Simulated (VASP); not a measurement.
# GaSb (F-43m) in VASP: further runs

The runs below take GaSb through relaxation of cell and atoms, with LDA, PBE.

Everything below comes from runs of VASP 6.6.1. Logs are shortened: lines on timing, memory, paths and dates and some standing lists are left out, and cuts for length are marked.

## (1) The structure

The structure is cubic, space group F-43m (No. 216). Conventional cell: a = 6.137 Å, b = 6.137 Å, c = 6.137 Å, α = 90.00°, β = 90.00°, γ = 90.00°. Around Ga (site symmetry -43m) lie 4 Sb at 2.66 Å. Sb (site symmetry -43m) is surrounded by 4 Ga at 2.66 Å.

The cell is a database's computed one.

## (2) Relaxation of cell and atoms, LDA

INCAR

```
SYSTEM = GaSb
PREC     = Accurate       ! precision mode
ENCUT    = 300            ! plane-wave cutoff, eV
EDIFF    = 1E-7           ! SCF threshold, eV
ISMEAR   = 0              ! smearing method
SIGMA    = 0.02           ! smearing width, eV
LREAL    = .FALSE.        ! projectors in reciprocal space
LASPH    = .TRUE.         ! aspherical terms in the spheres
NELM     = 60             ! most SCF steps
ALGO     = Normal         ! electronic algorithm
ISIF     = 3              ! what is computed and relaxed
LWAVE    = .FALSE.        ! write WAVECAR
LCHARG   = .FALSE.        ! write CHGCAR
IBRION   = 2              ! ionic algorithm
NSW      = 60             ! ionic steps
EDIFFG   = -0.01          ! ionic threshold
```

KPOINTS

```
regular mesh
0
G
  5 5 5
  0 0 0
```

POSCAR

```
GaSb
1.0
    0.0000000000      3.0686043200      3.0686043200
    3.0686043200      0.0000000000      3.0686043200
    3.0686043200      3.0686043200      0.0000000000
Ga Sb
1 1
Direct
    0.0000000000      0.0000000000      0.0000000000
    0.7500000000      0.7500000000      0.7500000000
```

Potentials or basis: VASP PAW LDA potentials, release 64 (Ga_d, Sb).

On the command line:

```
cat potpaw_LDA.64/Ga_d/POTCAR potpaw_LDA.64/Sb/POTCAR > POTCAR
mpirun -np 1 vasp_std > vasp.out
```

OUTCAR:

```text
SYSTEM = GaSb
   PREC = Accurate
   ENCUT = 300
   EDIFF = 1E-7
   ISMEAR = 0
   LREAL = .FALSE.
   LASPH = .TRUE.
   NELM = 60
   ISIF = 3
   IBRION = 2
   NSW = 60
   EDIFFG = -0.01

 ion  position               nearest neighbor table
   1  0.000  0.000  0.000-   2 2.66   2 2.66   2 2.66   2 2.66
   2  0.750  0.750  0.750-   1 2.66   1 2.66   1 2.66   1 2.66

  LATTYP: Found a face centered cubic cell.
 ALAT       =     6.1372086400

  Lattice vectors:

 A1 = (   0.0000000000,   3.0686043200,   3.0686043200)
 A2 = (   3.0686043200,   0.0000000000,   3.0686043200)
 A3 = (   3.0686043200,   3.0686043200,   0.0000000000)

Analysis of symmetry for initial positions (statically):
=====================================================================
 Subroutine PRICEL returns:
 Original cell was already a primitive cell.

 Routine SETGRP: Setting up the symmetry group for a
 face centered cubic supercell.

 Subroutine GETGRP returns: Found 24 space group operations
 (whereof 24 operations were pure point group operations)
 out of a pool of 48 trial point group operations.

The static configuration has the point symmetry T_d .

Analysis of symmetry for dynamics (positions and initial velocities):
=====================================================================
 Subroutine PRICEL returns:
 Original cell was already a primitive cell.

 Routine SETGRP: Setting up the symmetry group for a
 face centered cubic supercell.

 Subroutine GETGRP returns: Found 24 space group operations
 (whereof 24 operations were pure point group operations)
 out of a pool of 48 trial point group operations.

The dynamic configuration has the point symmetry T_d .

 Subroutine INISYM returns: Found 24 space group operations
 (whereof 24 operations are pure point group operations),
 and found     1 'primitive' translations

----------------------------------------------------------------------------------------

                                     Primitive cell

  volume of cell :      57.7900

  direct lattice vectors                    reciprocal lattice vectors
     0.000000000  3.068604320  3.068604320    -0.162940525  0.162940525  0.162940525
     3.068604320  0.000000000  3.068604320     0.162940525 -0.162940525  0.162940525
     3.068604320  3.068604320  0.000000000     0.162940525  0.162940525 -0.162940525

  length of vectors
     4.339661847  4.339661847  4.339661847     0.282221269  0.282221269  0.282221269

  position of ions in fractional coordinates (direct lattice)
     0.000000000  0.000000000  0.000000000
     0.750000000  0.750000000  0.750000000

  ion indices of the primitive-cell ions
   primitive index   ion index
                 1           1
                 2           2

----------------------------------------------------------------------------------------

 KPOINTS: regular mesh

Automatic generation of k-mesh.
 Grid dimensions read from file:
 generate k-points for:    5    5    5

 Generating k-lattice:

  Cartesian coordinates                     Fractional coordinates (reciprocal lattice)
    -0.032588105  0.032588105  0.032588105     0.200000000  0.000000000  0.000000000
     0.032588105 -0.032588105  0.032588105     0.000000000  0.200000000  0.000000000
     0.032588105  0.032588105 -0.032588105     0.000000000  0.000000000  0.200000000

  Length of vectors
     0.056444254  0.056444254  0.056444254

  Shift w.r.t. Gamma in fractional coordinates (k-lattice)
     0.000000000  0.000000000  0.000000000

 Subroutine IBZKPT returns following result:
 ===========================================

 Found     10 irreducible k-points:

 Following reciprocal coordinates:
            Coordinates               Weight
  0.000000  0.000000  0.000000      1.000000
  0.200000  0.000000  0.000000      8.000000
  0.400000  0.000000  0.000000      8.000000
  0.200000  0.200000  0.000000      6.000000
  0.400000  0.200000  0.000000     24.000000
 -0.400000  0.200000  0.000000     24.000000
 -0.200000  0.200000  0.000000     12.000000
  0.400000  0.400000  0.000000      6.000000
 -0.400000  0.400000  0.000000     12.000000
 -0.400000  0.400000  0.200000     24.000000
   k-points           NKPTS =     10   k-points in BZ     NKDIM =     10   number of bands    NBANDS=     13
   number of dos      NEDOS =    301   number of ions     NIONS =      2
   total plane-waves  NPLWV =  21952
   dimension x,y,z NGX =    28 NGY =   28 NGZ =   28
   dimension x,y,z NGXF=    56 NGYF=   56 NGZF=   56
   ions per type =               1   1
   NGX,Y,Z   is equivalent  to a cutoff of  10.73, 10.73, 10.73 a.u.
   NGXF,Y,Z  is equivalent  to a cutoff of  21.45, 21.45, 21.45 a.u.
 SYSTEM =  GaSb
   PREC   = accura    normal or accurate (medium, high low for compatibility)
   ISTART =      0    job   : 0-new  1-cont  2-samecut
   ICHARG =      2    charge: 1-file 2-atom 10-const
   ISPIN  =      1    spin polarized calculation?
   LNONCOLLINEAR =      F non collinear calculations
   LSORBIT =      F    spin-orbit coupling
   LASPH  =      T    aspherical Exc in radial PAW
   ENCUT  =  300.0 eV  22.05 Ry    4.70 a.u.   6.13  6.13  6.13*2*pi/ulx,y,z
   NELM   =     60;   NELMIN=  2; NELMDL= -5     # of ELM steps
   EDIFF  = 0.1E-06   stopping-criterion for ELM
   LREAL  =      F    real-space projection
   EDIFFG = -.1E-01   stopping-criterion for IOM
   NSW    =     60    number of steps for IOM
   IBRION =      2    ionic relax: 0-MD 1-quasi-New 2-CG
   NFREE  =      1    steps in history (QN), initial steepest desc. (CG)
   ISIF   =      3    stress and relaxation
   ISYM   =      2    0-nonsym 1-usesym 2-fastsym
   POTIM  = 0.5000    time-step for ionic-motion
   TEBEG  =    0.0;   TEEND  =   0.0 temperature during run
   PSTRESS=    0.0 pullay stress
   NELECT =      18.0000    total number of electrons
   NUPDOWN=      -1.0000    fix difference up-down
   EMIN   =  10.00;   EMAX   =-10.00  energy-range for DOS
   EFERMI =   0.00;   METHOD = LEGACY
   ISMEAR =     0;   SIGMA  =   0.02  broadening in eV -4-tet -1-fermi 0-gaus
   EFERMI_NEDOS =   21; number of points for ismear=-14 and -15
   IALGO  =     38    algorithm
   IMIX   =      4    mixing-type and parameters
     AMIX     =   0.40;   BMIX     =  1.00
     AMIX_MAG =   1.60;   BMIX_MAG =  1.00
  volume/ion in A,a.u.               =      28.89       194.99
  Fermi-wavevector in a.u.,A,eV,Ry     =   1.109723  2.097073 16.755387  1.231486
  Thomas-Fermi vector in A             =   2.246267
   LORBIT       =      0    0 simple, 1 ext, 2 COOP (PROOUT), +10 PAW based schemes
   GGA     = CA    functional components
   LHFCALC =     F    Hartree Fock is set to
   AEXX    =    0.0000 exact exchange contribution
   IVDW    =     0    specifies the selected vdW correction
   LEPSILON=     F    determine dielectric tensor
   LRPA    =     F    only Hartree local field effects (RPA)
 conjugate gradient relaxation of ions
 non-spin polarized calculation
 Gauss-broadening in eV      SIGMA  =   0.02
  energy-cutoff  :      300.00
  volume of cell :       57.79
 maximum number of plane-waves:       701
 NGX is ok and might be reduce to    28
   NGX = 13   NGY = 13   NGZ = 13

--------------------------------------- Ionic step        1  -------------------------------------------

 number of electron      18.0000015 magnetization

 Free energy of the ion-electron system (eV)
  ---------------------------------------------------
  ext. energy  EPLUGINS =         0.00000000
  ---------------------------------------------------
  free energy    TOTEN  =        -8.58331668 eV

  energy without entropy =       -8.58306986  energy(sigma->0) =       -8.58319327

 E-fermi :   4.6067     XC(G=0):  -9.3504

 val. band max:        4.6006291684   @ k =   0.0000   0.0000   0.0000
 cond. band min:       4.9399984662   @ k =   0.4000   0.0000   0.0000
 fundamental gap:      0.3393692978
 Fermi energy:         4.6067203359

 k-point     1 :       0.0000    0.0000    0.0000
  band No.  band energies     occupation
      1     -10.5234      2.00000
      2     -10.5234      2.00000
      3     -10.5234      2.00000
      4     -10.4759      2.00000
      5     -10.4759      2.00000
      6      -6.8538      2.00000
      7       4.4045      2.00000
      8       4.6006      1.33334
      9       4.6006      1.33334
     10       4.6006      1.33332
     11       7.3409      0.00000
     12       7.3409      0.00000
     13       7.3409      0.00000

 k-point     2 :       0.2000    0.0000    0.0000
  band No.  band energies     occupation
      1     -10.5326      2.00000
      2     -10.5194      2.00000
      3     -10.5194      2.00000
      4     -10.4761      2.00000
      5     -10.4761      2.00000
      6      -6.4569      2.00000
      7       1.3046      2.00000
      8       4.0812      2.00000
      9       4.0812      2.00000
     10       5.4111      0.00000
     11       8.0192      0.00000
[... 222 lines left out ...]
 POSITION                                       TOTAL-FORCE (eV/Angst)
 -----------------------------------------------------------------------------------
      0.00000      0.00000      0.00000        -0.000000      0.000000     -0.000000
      4.54420      4.54420      4.54420         0.000000     -0.000000      0.000000
 -----------------------------------------------------------------------------------
    total drift:                               -0.000001     -0.000001     -0.000001

  FREE ENERGIE OF THE ION-ELECTRON SYSTEM (eV)
  ---------------------------------------------------
  free  energy   TOTEN  =        -8.5955683234 eV

  energy  without entropy=       -8.5955597578  energy(sigma->0) =       -8.59556404

--------------------------------------- Ionic step        4  -------------------------------------------

 number of electron      18.0000000 magnetization

 Free energy of the ion-electron system (eV)
  ---------------------------------------------------
  ext. energy  EPLUGINS =         0.00000000
  ---------------------------------------------------
  free energy    TOTEN  =        -8.59560452 eV

  energy without entropy =       -8.59560251  energy(sigma->0) =       -8.59560351

 E-fermi :   5.0704     XC(G=0):  -9.5240

 val. band max:        5.0232477940   @ k =   0.0000   0.0000   0.0000
 cond. band min:       5.1130001134   @ k =   0.0000   0.0000   0.0000
 fundamental gap:      0.0897523195
 Fermi energy:         5.0703790166

 k-point     1 :       0.0000    0.0000    0.0000
  band No.  band energies     occupation
      1     -10.1949      2.00000
      2     -10.1949      2.00000
      3     -10.1949      2.00000
      4     -10.1412      2.00000
      5     -10.1412      2.00000
      6      -6.7158      2.00000
      7       5.0232      1.99914
      8       5.0232      1.99914
      9       5.0232      1.99914
     10       5.1130      0.00258
     11       7.7502      0.00000
     12       7.7502      0.00000
     13       7.7502      0.00000

 k-point     2 :       0.2000    0.0000    0.0000
  band No.  band energies     occupation
      1     -10.2058      2.00000
      2     -10.1903      2.00000
      3     -10.1903      2.00000
      4     -10.1416      2.00000
      5     -10.1416      2.00000
      6      -6.2980      2.00000
      7       1.6963      2.00000
      8       4.4689      2.00000
      9       4.4689      2.00000
     10       5.9425      0.00000
     11       8.4617      0.00000
[... 150 lines left out ...]
 POSITION                                       TOTAL-FORCE (eV/Angst)
 -----------------------------------------------------------------------------------
      6.05505      6.05505      6.05505        -0.000000     -0.000000     -0.000000
      4.54129      4.54129      4.54129         0.000000      0.000000      0.000000
 -----------------------------------------------------------------------------------
    total drift:                               -0.000001     -0.000001     -0.000001

  FREE ENERGIE OF THE ION-ELECTRON SYSTEM (eV)
  ---------------------------------------------------
  free  energy   TOTEN  =        -8.5956045206 eV

  energy  without entropy=       -8.5956025093  energy(sigma->0) =       -8.59560351

 reached required accuracy - stopping structural energy minimisation
```

It took 7 s on 1 thread of Intel Xeon 6975P-C (Granite Rapids), shared host; peak memory 0.14 GiB.

The run converged, but some of its settings lie outside the range that counts as converged, so its numbers aren't taken as properties of the crystal.

Results:

| Quantity | Value |
| --- | --- |
| Free energy | -8.5956 eV |
| Relaxed volume | 27.75 Å³/atom |
| Relaxed cell | a = 4.282 Å, b = 4.282 Å, c = 4.282 Å, α = 60.00°, β = 60.00°, γ = 60.00° |
| Space group after relaxing (to 0.05 Å) | F-43m (No. 216) |
| Energy gained by relaxing | 6.1 meV/atom |
| Ionic steps | 4 |
| Band gap on the k mesh | 0.09 eV, direct |

Caveat: the cutoff is under 1.25 times the usual one of these potentials, so pressure, stress and relaxed cells hold a basis-set (Pulay) error; spin-orbit coupling is left out, which moves the levels of the heavy elements; an odd mesh through Γ misses points on the zone boundary, where band edges often lie.

## (3) Relaxation of cell and atoms, PBE

INCAR

```
SYSTEM = GaSb
PREC     = Accurate       ! precision mode
ENCUT    = 600            ! plane-wave cutoff, eV
EDIFF    = 1E-7           ! SCF threshold, eV
ISMEAR   = 0              ! smearing method
SIGMA    = 0.02           ! smearing width, eV
LREAL    = .FALSE.        ! projectors in reciprocal space
LASPH    = .TRUE.         ! aspherical terms in the spheres
NELM     = 100            ! most SCF steps
ALGO     = Fast           ! electronic algorithm
ISIF     = 3              ! what is computed and relaxed
LWAVE    = .FALSE.        ! write WAVECAR
LCHARG   = .FALSE.        ! write CHGCAR
GGA      = PE             ! functional
IBRION   = 2              ! ionic algorithm
NSW      = 60             ! ionic steps
EDIFFG   = -0.005         ! ionic threshold
```

KPOINTS

```
Automatic mesh
0
G
  9 9 9
  0 0 0
```

POSCAR is that of step 2.

Potentials or basis: VASP PAW PBE potentials, release 64 (Ga_d, Sb).

On the command line:

```
cat potpaw_PBE.64/Ga_d/POTCAR potpaw_PBE.64/Sb/POTCAR > POTCAR
mpirun -np 1 vasp_std > vasp.out
```

Wall time 75 s (1 thread of AMD EPYC 7R13 (Zen 3), shared host); peak memory 0.2 GiB.

It converged, with:

```yaml
Free_energy: -7.3695 eV
Relaxed_volume: 30.03 Å³/atom
Relaxed_cell: a = 4.396 Å, b = 4.396 Å, c = 4.396 Å, α = 60.00°, β = 60.00°, γ = 60.00°
Space_group_after_relaxing_to_0.05_Å: F-43m (No. 216)
Energy_gained_by_relaxing: 6.5 meV/atom
Ionic_steps: 3
Pressure_after_relaxing: 0.0 GPa
Band_gap_on_the_k_mesh: none (metal or under the smearing width)
```

The path:
```csv
step,energy change (eV),largest force (eV/Å),pressure (GPa),volume (Å³)
1,0.0000,0.0000,1.88,57.79
2,-0.0121,0.0000,-0.45,60.67
3,-0.0129,0.0000,0.00,60.06
```

Final structure:
```
Ga Sb
1.0
     0.00000    3.10830    3.10830
     3.10830    0.00000    3.10830
     3.10830    3.10830    0.00000
Ga Sb
1 1
Direct
  0.00000 0.00000 0.00000
  0.75000 0.75000 0.75000
```

Levels at points of the mesh, in eV from the Fermi level:
```
           k point  band 5  band 6  band 7  band 8  band 9  band 10  band 11  band 12  band 13
(0.00, 0.00, 0.00)  -14.91  -11.16   -0.30   -0.01   -0.01    -0.01     2.78     2.78     2.78
```

Caveat: this crystal is a semiconductor, whose small gap the functional closes, so the metal is an error of the method. The run has no spin-orbit coupling, so splittings on Sb are missing.
